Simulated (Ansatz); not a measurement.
Runs of Ansatz 0.2.0 on CdF2. Symmetry: Fm-3m, No. 225, cubic system. Conventional cell: a = 5.388 Å, b = 5.388 Å, c = 5.388 Å, α = 90.00°, β = 90.00°, γ = 90.00°. Around Cd (site symmetry m-3m) lie 8 F at 2.33 Å. F (site symmetry -43m) has 4 Cd at 2.33 Å as nearest neighbours. 

| task | level | cutoff (eV) | basis error allowed | gap on the mesh (eV) | pressure (GPa) |
| --- | --- | --- | --- | --- | --- |
| band structure | PBEsol | 293 | 0.002 eV/atom | (a) | -0.2 |
| band structure | LDA | 292 | 0.002 eV/atom | 2.82 | -5.7 |
| single point | PBE | 317 | 0.001 eV/atom | 3.12 | 5.4 |
| band structure | PBE | 293 | 0.002 eV/atom | 3.12 | 5.4 |

Alike in all rows: potentials or basis all-electron LAPW, scalar-relativistic; no spin polarisation; cell as given; k mesh 9 × 9 × 9; smearing fermi-dirac 0.05 eV.

Task: Estimate the missing entries.

Result: (a) 2.96.

Caveats: an odd mesh through Γ misses points on the zone boundary, where band edges often lie (some runs).

A k mesh can miss the band edges, and the runs leave out spin-orbit coupling on Cd.

Not every run made on this cell is shown here.
